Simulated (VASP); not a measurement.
Wanted: the native input for a VASP 6.6.1 run.

| Property | Result |
| --- | --- |
| Task | band structure |
| Functional | rev-vdW-DF2 |
| Potentials or basis | VASP PAW PBE potentials, release 54 (Li) |
| Cutoff | 700 eV |
| k mesh | 8 × 8 × 8 |
| Occupations | methfessel-paxton, width 0.1 eV |
| Spin | no spin polarisation |
| Further INCAR settings | ALGO = Fast; EDIFF = 1e-06 |

The structure of Li lies in Li.cif:

```cif
data_Li
_cell_length_a 3.50930000
_cell_length_b 3.50930000
_cell_length_c 3.50930000
_cell_angle_alpha 90.00000000
_cell_angle_beta 90.00000000
_cell_angle_gamma 90.00000000
_space_group_name_H-M_alt 'Im-3m'
_space_group_name_Hall '-I 4 2 3'
_space_group_IT_number 229
loop_
_space_group_symop_operation_xyz
'x,y,z'
'-x,-y,-z'
'-y,x,z'
'y,-x,-z'
'-x,-y,z'
'x,y,-z'
'y,-x,z'
'-y,x,-z'
'x,-y,-z'
'-x,y,z'
'-y,-x,-z'
'y,x,z'
'-x,y,-z'
'x,-y,z'
'y,x,-z'
'-y,-x,z'
'z,x,y'
'-z,-x,-y'
'z,-y,x'
'-z,y,-x'
'z,-x,-y'
'-z,x,y'
'z,y,-x'
'-z,-y,x'
'-z,x,-y'
'z,-x,y'
'-z,-y,-x'
'z,y,x'
'-z,-x,y'
'z,x,-y'
'-z,y,x'
'z,-y,-x'
'y,z,x'
'-y,-z,-x'
'x,z,-y'
'-x,-z,y'
'-y,z,-x'
'y,-z,x'
'-x,z,y'
'x,-z,-y'
'-y,-z,x'
'y,z,-x'
'-x,-z,-y'
'x,z,y'
'y,-z,-x'
'-y,z,x'
'x,-z,y'
'-x,z,-y'
'x+1/2,y+1/2,z+1/2'
'-x+1/2,-y+1/2,-z+1/2'
'-y+1/2,x+1/2,z+1/2'
'y+1/2,-x+1/2,-z+1/2'
'-x+1/2,-y+1/2,z+1/2'
'x+1/2,y+1/2,-z+1/2'
'y+1/2,-x+1/2,z+1/2'
'-y+1/2,x+1/2,-z+1/2'
'x+1/2,-y+1/2,-z+1/2'
'-x+1/2,y+1/2,z+1/2'
'-y+1/2,-x+1/2,-z+1/2'
'y+1/2,x+1/2,z+1/2'
'-x+1/2,y+1/2,-z+1/2'
'x+1/2,-y+1/2,z+1/2'
'y+1/2,x+1/2,-z+1/2'
'-y+1/2,-x+1/2,z+1/2'
'z+1/2,x+1/2,y+1/2'
'-z+1/2,-x+1/2,-y+1/2'
'z+1/2,-y+1/2,x+1/2'
'-z+1/2,y+1/2,-x+1/2'
'z+1/2,-x+1/2,-y+1/2'
'-z+1/2,x+1/2,y+1/2'
'z+1/2,y+1/2,-x+1/2'
'-z+1/2,-y+1/2,x+1/2'
'-z+1/2,x+1/2,-y+1/2'
'z+1/2,-x+1/2,y+1/2'
'-z+1/2,-y+1/2,-x+1/2'
'z+1/2,y+1/2,x+1/2'
'-z+1/2,-x+1/2,y+1/2'
'z+1/2,x+1/2,-y+1/2'
'-z+1/2,y+1/2,x+1/2'
'z+1/2,-y+1/2,-x+1/2'
'y+1/2,z+1/2,x+1/2'
'-y+1/2,-z+1/2,-x+1/2'
'x+1/2,z+1/2,-y+1/2'
'-x+1/2,-z+1/2,y+1/2'
'-y+1/2,z+1/2,-x+1/2'
'y+1/2,-z+1/2,x+1/2'
'-x+1/2,z+1/2,y+1/2'
'x+1/2,-z+1/2,-y+1/2'
'-y+1/2,-z+1/2,x+1/2'
'y+1/2,z+1/2,-x+1/2'
'-x+1/2,-z+1/2,-y+1/2'
'x+1/2,z+1/2,y+1/2'
'y+1/2,-z+1/2,-x+1/2'
'-y+1/2,z+1/2,x+1/2'
'x+1/2,-z+1/2,y+1/2'
'-x+1/2,z+1/2,-y+1/2'
loop_
_atom_site_label
_atom_site_type_symbol
_atom_site_symmetry_multiplicity
_atom_site_Wyckoff_symbol
_atom_site_fract_x
_atom_site_fract_y
_atom_site_fract_z
_atom_site_occupancy
Li1 Li 2 a 0.0000000000 0.0000000000 0.0000000000 1
```

The structure of Li lies in POSCAR:

```
Li
 1.0000000000000000
     3.5093000000000001    0.0000000000000000    0.0000000000000000
     0.0000000000000000    3.5093000000000001    0.0000000000000000
     0.0000000000000000    0.0000000000000000    3.5093000000000001
 Li 
   2
Cartesian
  0.0000000000000000  0.0000000000000000  0.0000000000000000
  1.7546500000000000  1.7546500000000000  1.7546500000000000
```

These files were run (other wordings do the same):

INCAR

```
PREC = Accurate
ENCUT = 700
EDIFF = 1E-6
ISMEAR = 1
SIGMA = 0.1
LREAL = F
LASPH = T
NELM = 100
ALGO = Fast
ISIF = 2
LWAVE = F
LCHARG = F
GGA = MK
LUSE_VDW = T
AGGAC = 0.0
PARAM1 = 0.1234
PARAM2 = 0.711357
ZAB_VDW = -1.8867
```

KPOINTS

```
regular mesh
0
Gamma
  8 8 8
```

KPOINTS_OPT

```
path GXMGRX,MR
15
line-mode
reciprocal
 0.0000000000  0.0000000000  0.0000000000  G
 0.0000000000  0.5000000000  0.0000000000  X

 0.0000000000  0.5000000000  0.0000000000  X
 0.5000000000  0.5000000000  0.0000000000  M

 0.5000000000  0.5000000000  0.0000000000  M
 0.0000000000  0.0000000000  0.0000000000  G

 0.0000000000  0.0000000000  0.0000000000  G
 0.5000000000  0.5000000000  0.5000000000  R

 0.5000000000  0.5000000000  0.5000000000  R
 0.0000000000  0.5000000000  0.0000000000  X

 0.5000000000  0.5000000000  0.0000000000  M
 0.5000000000  0.5000000000  0.5000000000  R
```

Potentials or basis: VASP PAW PBE potentials, release 54 (Li).

Launch:

```sh
$ ase convert -i cif -o vasp Li.cif POSCAR
$ cat potpaw_PBE.54/Li/POTCAR > POTCAR
$ mpirun -np 1 vasp_std > vasp.out
```

It gave:

```yaml
Pressure: -0.8 GPa
Band_gap_along_the_path: none (metal or under the smearing width)
```

Caveat: the PAW data sets were made with another functional, which shifts forces and pressure a little.

Wall time 21 s on 1 thread of Intel(R) Xeon(R) 6975P-C (Granite Rapids) (shared host), peak memory 0.34 GiB.
